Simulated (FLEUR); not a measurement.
GaCo under changes of volume

One of the cells (11.919 Å³/atom); the others are scaled copies at fixed shape and fractional positions:

```
CELL_PARAMETERS angstrom
2.87800 0.00000 0.00000
0.00000 2.87800 0.00000
0.00000 0.00000 2.87800
ATOMIC_POSITIONS crystal
Ga 0.50000 0.50000 0.50000
Co 0.00000 0.00000 0.00000
```

* Program: FLEUR MaX-R8.1 (later development tree)
* Functional: PBE
* Potentials or basis: all-electron
* Basis: FLAPW
* Kmax: 4.5 1/bohr
* k mesh: 9 × 9 × 9
* Occupations: fermi-dirac, width 0.2 eV
* Spin: collinear spin, ferromagnetic start
* Starting moments: [0.0, 2.0] μB
* Hubbard terms: Co d U = 2 eV

```csv
volume (Å³/atom),energy over the lowest point (meV/atom),moment (μB per cell)
11.204,29.44,0.38
11.442,13.56,0.43
11.919,0.00,0.54
12.396,?,?
12.634,13.97,0.73
```

Question: What does the run at 12.396 Å³/atom give?

Answer: Energy over the lowest point 5.54 meV/atom; moment 0.67 μB per cell.

Worked out: A Birch-Murnaghan fit of order 2 (a polynomial in V^(-2/3)) to the other rows has its minimum at 12.01 Å³/atom with B0 = V·E''(V) = 157 GPa. It gives 5.21 meV/atom at 12.396 Å³/atom, against the run's 5.54. A straight line through the other rows of the moment, of slope 0.246 μB per Å³/atom, gives 0.67 μB, against the run's 0.67.

Energies are extrapolated to zero smearing.

Caveats: the U is typed as a test and isn't derived for this compound.
